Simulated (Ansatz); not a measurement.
# SiNi (Pnma) in Ansatz: further runs

One crystal, SiNi, is run at these levels: PBEsol; tasks: single point.

All numbers are computed with Ansatz 0.2.0; they aren't measurements. Logs are shortened: lines on timing, memory, paths and dates and some standing lists are left out, and cuts for length are marked.

### 1 Starting point

The structure is orthorhombic, space group Pnma (No. 62). Conventional cell: a = 5.173 Å, b = 3.338 Å, c = 5.605 Å, α = 90.00°, β = 90.00°, γ = 90.00°. Ni (site symmetry m) has 6 Si at 2.28 to 2.40 Å as nearest neighbours. Si (site symmetry m) is surrounded by 6 Ni at 2.28 to 2.40 Å.

### 2 Single point, PBEsol, collinear spin, program default start

Input file input.yaml:

```yaml
crystal:
  lattice:
    - [5.1731, 0.0, 0.0]
    - [0.0, 3.3381, 0.0]
    - [0.0, 0.0, 5.6049]
  atoms:
    - { symbol: Ni, position: [0.99221, 0.75, 0.81248] }
    - { symbol: Ni, position: [0.50779, 0.25, 0.31248] }
    - { symbol: Ni, position: [0.49221, 0.75, 0.68752] }
    - { symbol: Ni, position: [0.00779, 0.25, 0.18752] }
    - { symbol: Si, position: [0.67872, 0.25, 0.9175] }
    - { symbol: Si, position: [0.82128, 0.75, 0.4175] }
    - { symbol: Si, position: [0.17872, 0.25, 0.5825] }
    - { symbol: Si, position: [0.32128, 0.75, 0.0825] }
hamiltonian:
  xc: pbesol
  pseudopotentials: { kind: paw }
magnetization:
  spin_polarized: true
  initial_magnetization: 0.0
  spin_locking: { lock_magnetization: hard }
kpoints:
  mp_grid: { grid: [5, 7, 4] }
scf:
  occupations: { method: fermi_dirac, width: 0.05 }
  lower_state_search: "off"
output:
  forces: true
  stress: true
  eigenvalues: true
```

Potentials or basis: Ansatz PAW.

Run with:

```
$ ansatz run input.yaml --threads 4 --pin off --max-ram 11264MiB --backend cpu --events-out ev --progress --plain --runs-dir out
```

Standard output:

```text
Warning: output.stress: scf.convergence.dr2_threshold = 1e-7 eV (the SCF's general default) is looser than the 8e-10 eV advised for a printed stress (1e-10 eV for each atom of the cell: 8). What an SCF threshold leaves in a stress goes as its square root, and in the free energy as the threshold itself, and one threshold admits the most on a small cell: of the crystals measured, under no hybrid functional and no lock of the moments, on runs that ended without the residual-converged pass, on stresses that held no estimate of that error, the worst erred by over 100 MPa in a component at 1e-7 eV an atom and by under 5 at 1e-10. Set scf.convergence.dr2_threshold to 8e-10 eV or tighter. The threshold is an SCF's pass mark: one that does not reach it within its budget of iterations ends unconverged, or closes short of it on a stop that the run arms, and scf.convergence.dr2_threshold's page says what that costs each kind of run
Warning: RAYON_NUM_THREADS=4 ignored (pool sized by the plan → 4); use --threads N
Engine: ansatz 0.2.0, aarch64-unknown-linux-gnu
Pseudopotentials: kind: paw
Pseudopotential: Ni, paw, valence charge 18, recommended cutoff 420 eV (normal), Ni.paw.azcp
Pseudopotential: Si, paw, valence charge 4, recommended cutoff 420 eV (normal), Si.paw.azcp
Functional definition: PBEsol
  exchange = pbesol_x
  correlation = pbesol_c
Crystal: 8 atoms, lattice volume = 96.787 Å³
Basis set: ecut = 420 eV, 1905 PW (Γ), exchange–correlation on 72×48×80 points (8 copies of the dense FFT grid, shifted against one another)
Bands: 53, of which v1, the nominal top of the filled ones, is band 44 counted from 1 (43 counted from 0)
Symmetry: 8 space group operations
Space group: Pnma (ITA 62), of the structure as read, at distance tolerance 4.6e-5 Å
k-points: 36 of 140
Non-local potential: Ni, projectors of the file, l = 0: 3, l = 1: 2, l = 2: 3, l = 3: 1
Non-local potential: Si, projectors of the file, l = 0: 2, l = 1: 2, l = 2: 2
PAW form: soft (Blöchl's): semilocal exchange-correlation on the pseudo side does not see the compensation charge
PAW frozen core: Ni, regenerated for the run's functional, and the local potential with it (the file was generated under x = pbe(κ = 0.804, μ = 0.2195149727645171), c = pbe(β = 0.06672455060314922))
PAW frozen core: Si, regenerated for the run's functional, and the local potential with it (the file was generated under x = pbe(κ = 0.804, μ = 0.2195149727645171), c = pbe(β = 0.06672455060314922))
PAW one-centre angular grid: Ni, 590 points (default); XC on 64 Gauss nodes
PAW one-centre angular grid: Si, 110 points (default); XC on 64 Gauss nodes
Initial density: superposition of atomic densities (chi_scale 0.1, normalization cell, long waves kept (reshape's long-wave potential 0.00 eV rms))
Initial wavefunctions: pseudopotential atomic-orbital guess
Functional: x = pbesol(κ = 0.804, μ = 0.12345679012345678), c = pbesol(β = 0.046)
SCF iter   1: F=—  HF=-25712.088596 eV  |F-HF|=—  |Δ(HF+E_count)|=         —  Δρ=4.38e-2 (↑4.38e-2 ↓4.38e-2)  dr2=8.03e0  dr2_m=0.00e0  M=0.000 μB ∫|m|=0.000 μB  β_m=0.30  ethr=3.10e-3  ⟨swp⟩=6.8  Hψ=7259  notcnv=0  defer=4
preconditioner: auto → Kerker (q_TF=auto, 2.685 Å⁻¹)  [metal: Δε(μ)=0.029 eV  Ē_g=7.468 eV  σ=0.050 eV  W_gap=0.14  n_scr=38 (ndim 8)  ℏωp=28.2 eV  f_vac=0.000  D(μ)=0.94/eV (n_scr^D=4)]
spin=Collinear: Kerker preconditioning applied to the charge; magnetization (m = ρ↑ − ρ↓) channel mixes plain (no charge-response kernel on spin).
SCF iter   2: F=—  HF=-25711.285336 eV  |F-HF|=—  |Δ(HF+E_count)|=   8.03e-1  Δρ=2.00e-2 (↑2.00e-2 ↓2.00e-2)  dr2=1.38e0  dr2_m=0.00e0  M=0.000 μB ∫|m|=0.000 μB  β_m=0.32  ethr=3.10e-3  ⟨swp⟩=2.5  Hψ=3151  notcnv=0  defer=78
preconditioner: auto → Resta (q_TF=auto, 2.685 Å⁻¹)  ε∞=16.3  [insulator: Δε(μ)=0.173 eV  Ē_g=7.220 eV  σ=0.050 eV  W_gap=0.69  n_scr=38 (ndim 8)  ℏωp=28.2 eV  f_vac=0.000  D(μ)=0.90/eV (n_scr^D=4)  ε∞_Penn≈16.3]
spin=Collinear: Resta preconditioning applied to the charge; magnetization (m = ρ↑ − ρ↓) channel mixes plain (no charge-response kernel on spin).
SCF iter   3: F=—  HF=-25710.970770 eV  |F-HF|=—  |Δ(HF+E_count)|=   3.15e-1  Δρ=1.45e-2 (↑1.45e-2 ↓1.45e-2)  dr2=1.21e0  dr2_m=0.00e0  M=0.000 μB ∫|m|=0.000 μB  β_m=0.38  ethr=1.57e-3  ⟨swp⟩=2.9  Hψ=2934  notcnv=0  defer=79
SCF iter   4: F=—  HF=-25710.616351 eV  |F-HF|=—  |Δ(HF+E_count)|=   3.54e-1  Δρ=7.71e-3 (↑7.71e-3 ↓7.71e-3)  dr2=1.34e-1  dr2_m=0.00e0  M=0.000 μB ∫|m|=0.000 μB  β_m=0.75  ethr=1.38e-3  ⟨swp⟩=2.2  Hψ=3090  notcnv=0  defer=79
SCF iter   5: F=—  HF=-25710.582570 eV  |F-HF|=—  |Δ(HF+E_count)|=   3.38e-2  Δρ=1.39e-3 (↑1.39e-3 ↓1.39e-3)  dr2=9.02e-3  dr2_m=0.00e0  M=0.000 μB ∫|m|=0.000 μB  β_m=0.73  ethr=1.52e-4  ⟨swp⟩=2.1  Hψ=3219  notcnv=0  defer=75
SCF iter   6: F=—  HF=-25710.582222 eV  |F-HF|=—  |Δ(HF+E_count)|=   3.48e-4  Δρ=5.37e-4 (↑5.37e-4 ↓5.37e-4)  dr2=7.56e-4  dr2_m=0.00e0  M=0.000 μB ∫|m|=0.000 μB  β_m=0.87  ethr=1.02e-5  ⟨swp⟩=2.1  Hψ=2523  notcnv=0  defer=75
SCF iter   7: F=—  HF=-25710.582209 eV  |F-HF|=—  |Δ(HF+E_count)|=   1.29e-5  Δρ=1.17e-4 (↑1.17e-4 ↓1.17e-4)  dr2=4.17e-5  dr2_m=0.00e0  M=0.000 μB ∫|m|=0.000 μB  β_m=0.93  ethr=8.59e-7  ⟨swp⟩=2.3  Hψ=2717  notcnv=0  defer=75
SCF iter   8: F=—  HF=-25710.582212 eV  |F-HF|=—  |Δ(HF+E_count)|=   2.58e-6  Δρ=2.59e-5 (↑2.59e-5 ↓2.59e-5)  dr2=1.95e-6  dr2_m=0.00e0  M=0.000 μB ∫|m|=0.000 μB  β_m=0.96  ethr=4.73e-8  ⟨swp⟩=2.0  Hψ=2780  notcnv=0  defer=75
iter 9 met the thresholds in force, and the SCF goes on: an eigenvalue changes by 0.70 meV, over its tolerance of 0.50 meV (output.eigenvalues, Limitations)
SCF iter   9: F=-25710.582212 eV  HF=-25710.582212 eV  |F-HF|=6.24e-8  |Δ(HF+E_count)|=   2.86e-7  Δρ=5.16e-6 (↑5.16e-6 ↓5.16e-6)  dr2=8.75e-8  dr2_m=0.00e0  M=0.000 μB ∫|m|=0.000 μB  β_m=0.93  ethr=1.14e-10  ⟨swp⟩=9.6  Hψ=9190  notcnv=0
SCF iter  10: F=-25710.582212 eV  HF=-25710.582212 eV  |F-HF|=3.22e-9  |Δ(HF+E_count)|=   1.59e-8  Δρ=1.09e-6 (↑1.09e-6 ↓1.09e-6)  dr2=4.31e-9  dr2_m=0.00e0  M=0.000 μB ∫|m|=0.000 μB  ethr=9.94e-11  ⟨swp⟩=2.1  Hψ=5506  notcnv=0
SCF 1 converged in 10 iterations: F = -25710.582212 eV  dr2 = 4.31e-9
SCF converged after 10 iterations
Stability checked in part: among states of this total moment the steps that led to this state did not find it unstable. No probe was made; neither looks for a lower state of another moment (fixed_total_moment; see scf.lower_state_search)
an eigenvalue changed by more than its tolerance at an iteration that met the thresholds in force, so the SCF went on 1 time: the last check found none over its tolerance
Magnetization: 0.0000 μB (44.0000 up, 44.0000 down)
Absolute magnetization: 0.0000 μB (∫|ρ↑−ρ↓|)
Spin contamination: 0.0000 ħ² per cell (⟨S²⟩ above its minimum at these occupations)
Per-site moments (μB) at R_I (Å): [(0.0, 0.9395906128967046), (0.0, 0.9395906128967049), (0.0, 0.9395906128967049), (0.0, 0.9395906128967049), (0.0, 0.9395906128967049), (0.0, 0.9395906128967049), (0.0, 0.9395906128967049), (0.0, 0.9395906128967046)]
Free energy (F): -25710.582212 eV
Harris-Foulkes:  -25710.582212 eV  (|F-HF|=3.22e-9)
Internal energy: -25710.572957 eV  (E = F + TS)
E sigma→0 (E₀):  -25710.577585 eV
Entropy (-TS):   -0.009254 eV (-1.157 meV/atom)
Fermi energy:    14.632082 (↑ 14.632082, ↓ 14.632082) eV
--- Per-component energies (eV) ---
  E_band       = -1307.055824
  E_kinetic    = 1311.776394
  E_local      = -17841.512505  (includes V_loc(G=0)·N_el)
  E_nonlocal   = 2640.658068
  E_hartree    = 7661.096810
  E_xc         = -566.457168
  E_vxc        = -637.658849  (∫ρ·V_xc dr)
  E_paw        = -8373.936561  (= ΣΔE_a)
  E_vpaw       = -2102.504050  (= ΣTr[D̂ρ^β])
  E_aug_tail   = 0.002147  (compensation charges beyond the density's cutoff)
  E_ewald      = -10543.115540
  E_core_change = 0.915398  (= ΣΔE_core)
  E_smearing   = -0.009254  (= −TS)
  E_closure    = -0.000000  (closes the sum)
  Σ components = -25710.582212   (vs F -25710.582212, Δ=0.00e0)
--- Forces (eV/Å), atoms counted from 1 ---
  atom   1  Ni    -0.00544162    -0.00000000    -0.04982459
  atom   2  Ni     0.00544162    -0.00000000    -0.04982459
  atom   3  Ni    -0.00544162     0.00000000     0.04982459
  atom   4  Ni     0.00544162     0.00000000     0.04982459
  atom   5  Si     0.05172023    -0.00000000    -0.04120033
  atom   6  Si    -0.05172023     0.00000000    -0.04120033
  atom   7  Si     0.05172023    -0.00000000     0.04120033
  atom   8  Si    -0.05172023     0.00000000     0.04120033
  max |Σ_I F_I| component: 2.08e-17 eV/Å
--- Stress (GPa, compression-positive) ---
       -5.550183       0.000000       0.000000
        0.000000      -3.464621      -0.000000
        0.000000      -0.000000      -4.095434
  P = ⅓ Tr σ = -4.3701 GPa (-43.701 kbar)
--- Band table (eV; the first three rows and the last of 72) ---
  k-point 0 ↑: bands = ["-88.9985", "-88.9945", "-88.9942", "-88.9903", "-49.6121", "-49.6085", "-49.5864", "-49.5799", "-49.5490", "-49.5482", "-49.5204", "-49.5156", "-49.5049", "-49.5035", "-49.5011", "-49.4986", "1.5748", "4.9083", "6.2354", "6.7423", "8.0224", "8.5234", "10.2137", "10.6135", "10.6968", "10.7108", "10.7141", "10.7502", "10.9710", "11.2757", "11.5088", "11.6412", "11.7687", "11.9224", "12.1927", "12.2908", "12.3711", "12.4734", "12.5283", "12.6599", "12.7436", "13.4384", "13.6082", "13.6343", "15.1585", "15.8460", "18.0022", "18.6473", "18.7753", "19.3065", "19.5085", "20.7249", "20.9689"]
  k-point 1 ↑: bands = ["-88.9981", "-88.9959", "-88.9928", "-88.9906", "-49.6115", "-49.6090", "-49.5855", "-49.5809", "-49.5489", "-49.5484", "-49.5198", "-49.5165", "-49.5043", "-49.5026", "-49.5016", "-49.4992", "1.8580", "3.9240", "6.8381", "6.8753", "7.8844", "9.2793", "9.3842", "10.4283", "10.5735", "10.7082", "10.7699", "10.9906", "11.1024", "11.3849", "11.5282", "11.5444", "11.8282", "12.0526", "12.1241", "12.1352", "12.1580", "12.4371", "12.5075", "12.6287", "13.0705", "13.1725", "13.6638", "14.3549", "15.4633", "16.5711", "17.0811", "18.0612", "18.9148", "19.0268", "19.2649", "20.7113", "21.1736"]
  k-point 2 ↑: bands = ["-88.9972", "-88.9972", "-88.9915", "-88.9915", "-49.6102", "-49.6102", "-49.5833", "-49.5833", "-49.5487", "-49.5487", "-49.5183", "-49.5183", "-49.5029", "-49.5029", "-49.5007", "-49.5007", "2.6813", "2.6813", "7.1706", "7.1706", "8.1387", "8.1387", "10.1325", "10.1325", "10.8445", "10.8445", "10.9033", "10.9033", "11.3962", "11.3962", "11.4677", "11.4677", "11.8297", "11.8297", "11.9000", "11.9000", "12.4991", "12.4991", "12.5355", "12.5355", "13.1115", "13.1115", "14.3330", "14.3330", "15.6559", "15.6559", "17.8935", "17.8935", "19.0235", "19.0235", "20.1050", "20.1050", "20.3190"]
  k-point 35 ↓: bands = ["-88.9950", "-88.9950", "-88.9935", "-88.9935", "-49.6013", "-49.6013", "-49.5953", "-49.5953", "-49.5334", "-49.5334", "-49.5194", "-49.5194", "-49.5121", "-49.5121", "-49.5083", "-49.5083", "5.3615", "5.3615", "6.3831", "6.3831", "7.8355", "7.8355", "8.7911", "8.7911", "10.7907", "10.7907", "10.9955", "10.9955", "11.1618", "11.1618", "11.4178", "11.4178", "11.9121", "11.9121", "12.0064", "12.0064", "12.3930", "12.3930", "12.5279", "12.5279", "12.7998", "12.7998", "12.9071", "12.9071", "16.3725", "16.3725", "17.1280", "17.1280", "17.9576", "17.9576", "18.6035", "18.6035", "19.8548"]
```

Wall time 4.9 s (4 threads of Arm Neoverse V2, shared host); peak memory 0.61 GiB.

Results:

```
Free energy     : -25710.5822 eV
Pressure        : -4.4 GPa
Largest force   : 0.066 eV/Å
Net moment      : 0.00 μB per cell
Absolute moment : 0.00 μB per cell
```

Forces on the atoms (eV/Å):
```
Ni  -0.005  0.000 -0.050
Ni   0.005  0.000 -0.050
Ni  -0.005  0.000  0.050
Ni   0.005  0.000  0.050
Si   0.052  0.000 -0.041
Si  -0.052  0.000 -0.041
Si   0.052  0.000  0.041
Si  -0.052  0.000  0.041
```

Caveat: the total moment is fixed, so each spin has its own Fermi level; the PAW data sets come from PBE, with cores solved anew for the run's functional, which leaves a small shift of forces and pressure; the thresholds are loose for stress.

### 3 Single point, PBEsol, collinear spin, ferromagnetic start

Edit input.yaml of step 2 so:

```diff
@@ -6,6 +6,6 @@
   atoms:
-    - { symbol: Ni, position: [0.99221, 0.75, 0.81248] }
-    - { symbol: Ni, position: [0.50779, 0.25, 0.31248] }
-    - { symbol: Ni, position: [0.49221, 0.75, 0.68752] }
-    - { symbol: Ni, position: [0.00779, 0.25, 0.18752] }
+    - { symbol: Ni, position: [0.99221, 0.75, 0.81248], spin: 0.25 }
+    - { symbol: Ni, position: [0.50779, 0.25, 0.31248], spin: 0.25 }
+    - { symbol: Ni, position: [0.49221, 0.75, 0.68752], spin: 0.25 }
+    - { symbol: Ni, position: [0.00779, 0.25, 0.18752], spin: 0.25 }
     - { symbol: Si, position: [0.67872, 0.25, 0.9175] }
@@ -19,3 +19,3 @@
   spin_polarized: true
-  initial_magnetization: 0.0
+  initial_magnetization: 1.0
   spin_locking: { lock_magnetization: hard }
```

Potentials or basis: Ansatz PAW.

Run with:

```
$ ansatz run input.yaml --threads 4 --pin off --max-ram 11264MiB --backend cpu --events-out ev --progress --plain --runs-dir out
```

It took 7.6 s on 4 threads of Arm Neoverse V2, shared host; peak memory 0.6 GiB.

Results (log left out):

| Quantity | Value |
| --- | --- |
| Free energy | -25710.3509 eV |
| Pressure | -3.8 GPa |
| Largest force | 0.063 eV/Å |
| Net moment | 1.00 μB per cell |
| Absolute moment | 1.00 μB per cell |
| Site moments | Ni +0.17; Si +0.04 μB |

Forces in eV/Å, atoms in the order of the input:
```
Ni  -0.019  0.000 -0.048
Ni   0.019  0.000 -0.048
Ni  -0.019  0.000  0.048
Ni   0.019  0.000  0.048
Si   0.057  0.000 -0.027
Si  -0.057  0.000 -0.027
Si   0.057  0.000  0.027
Si  -0.057  0.000  0.027
```

Stress tensor (GPa, compression positive):
```
-3.62  0.00  0.00
 0.00 -3.95  0.00
 0.00  0.00 -3.82
```

Caveat: the total moment is fixed, so each spin has its own Fermi level; the PAW data sets come from PBE, with cores solved anew for the run's functional, which leaves a small shift of forces and pressure; the thresholds are loose for stress.

### 4 Single point, PBEsol, collinear spin, ferromagnetic start

Input file input.yaml:

```yaml
crystal:
  lattice:
    - [5.1731, 0.0, 0.0]
    - [0.0, 3.3381, 0.0]
    - [0.0, 0.0, 5.6049]
  atoms:
    - { symbol: Ni, position: [0.99221, 0.75, 0.81248], spin: 0.5 }
    - { symbol: Ni, position: [0.50779, 0.25, 0.31248], spin: 0.5 }
    - { symbol: Ni, position: [0.49221, 0.75, 0.68752], spin: 0.5 }
    - { symbol: Ni, position: [0.00779, 0.25, 0.18752], spin: 0.5 }
    - { symbol: Si, position: [0.67872, 0.25, 0.9175] }
    - { symbol: Si, position: [0.82128, 0.75, 0.4175] }
    - { symbol: Si, position: [0.17872, 0.25, 0.5825] }
    - { symbol: Si, position: [0.32128, 0.75, 0.0825] }
hamiltonian:
  xc: pbesol
  pseudopotentials: { kind: paw }
magnetization:
  spin_polarized: true
  initial_magnetization: 2.0
  spin_locking: { lock_magnetization: hard }
kpoints:
  mp_grid: { grid: [5, 7, 4] }
scf:
  occupations: { method: fermi_dirac, width: 0.05 }
  lower_state_search: "off"
output:
  forces: true
  stress: true
  eigenvalues: true
```

Potentials or basis: Ansatz PAW.

Run with:

```
$ ansatz run input.yaml --threads 4 --pin off --max-ram 11264MiB --backend cpu --events-out ev --progress --plain --runs-dir out
```

Standard output:

```text
Warning: output.stress: scf.convergence.dr2_threshold = 1e-7 eV (the SCF's general default) is looser than the 8e-10 eV advised for a printed stress (1e-10 eV for each atom of the cell: 8). What an SCF threshold leaves in a stress goes as its square root, and in the free energy as the threshold itself, and one threshold admits the most on a small cell: of the crystals measured, under no hybrid functional and no lock of the moments, on runs that ended without the residual-converged pass, on stresses that held no estimate of that error, the worst erred by over 100 MPa in a component at 1e-7 eV an atom and by under 5 at 1e-10. Set scf.convergence.dr2_threshold to 8e-10 eV or tighter. The threshold is an SCF's pass mark: one that does not reach it within its budget of iterations ends unconverged, or closes short of it on a stop that the run arms, and scf.convergence.dr2_threshold's page says what that costs each kind of run
Warning: RAYON_NUM_THREADS=4 ignored (pool sized by the plan → 4); use --threads N
[... 85 lines left out ...]
  k-point 2 ↑: bands = ["-89.2775", "-89.2775", "-89.2718", "-89.2718", "-49.8882", "-49.8882", "-49.8523", "-49.8523", "-49.8238", "-49.8238", "-49.8037", "-49.8037", "-49.7770", "-49.7770", "-49.7596", "-49.7596", "2.6188", "2.6188", "7.0968", "7.0968", "8.0447", "8.0447", "9.9956", "9.9956", "10.6458", "10.6458", "10.6546", "10.6546", "11.2239", "11.2239", "11.2622", "11.2622", "11.6398", "11.6398", "11.7008", "11.7008", "12.3115", "12.3115", "12.3139", "12.3139", "12.9088", "12.9088", "14.1035", "14.1035", "15.5345", "15.5345", "17.7820", "17.7820", "18.9122", "18.9122", "20.0211", "20.0211", "20.2206", "20.2206"]
  k-point 35 ↓: bands = ["-88.8753", "-88.8753", "-88.8738", "-88.8738", "-49.4675", "-49.4675", "-49.4608", "-49.4608", "-49.4263", "-49.4263", "-49.4170", "-49.4170", "-49.4031", "-49.4031", "-49.4002", "-49.4002", "5.4625", "5.4625", "6.4724", "6.4724", "7.9093", "7.9093", "8.8571", "8.8571", "10.8859", "10.8859", "11.0936", "11.0936", "11.2630", "11.2630", "11.5155", "11.5155", "11.9900", "11.9900", "12.0859", "12.0859", "12.4911", "12.4911", "12.6256", "12.6256", "12.8984", "12.8984", "13.0085", "13.0085", "16.4885", "16.4885", "17.2359", "17.2359", "18.0587", "18.0587", "18.7073", "18.7073", "19.9419", "19.9419"]
```

It took 7.7 s on 4 threads of Arm Neoverse V2, shared host; peak memory 0.6 GiB.

What came out:

| Item | Value |
| --- | --- |
| Free energy | -25709.8537 eV |
| Pressure | -2.4 GPa |
| Largest force | 0.170 eV/Å |
| Net moment | 2.00 μB per cell |
| Absolute moment | 2.00 μB per cell |
| Site moments | Ni +0.34; Si +0.07 μB |

Forces in eV/Å, atoms in the order of the input:
```
Ni  -0.037  0.000 -0.166
Ni   0.037  0.000 -0.166
Ni  -0.037  0.000  0.166
Ni   0.037  0.000  0.166
Si  -0.026  0.000  0.028
Si   0.026  0.000  0.028
Si  -0.026  0.000 -0.028
Si   0.026  0.000 -0.028
```

Caveat: the total moment is fixed, so each spin has its own Fermi level; the PAW data sets come from PBE, with cores solved anew for the run's functional, which leaves a small shift of forces and pressure; the thresholds are loose for stress.

(Part 1 of 2 ends here.)
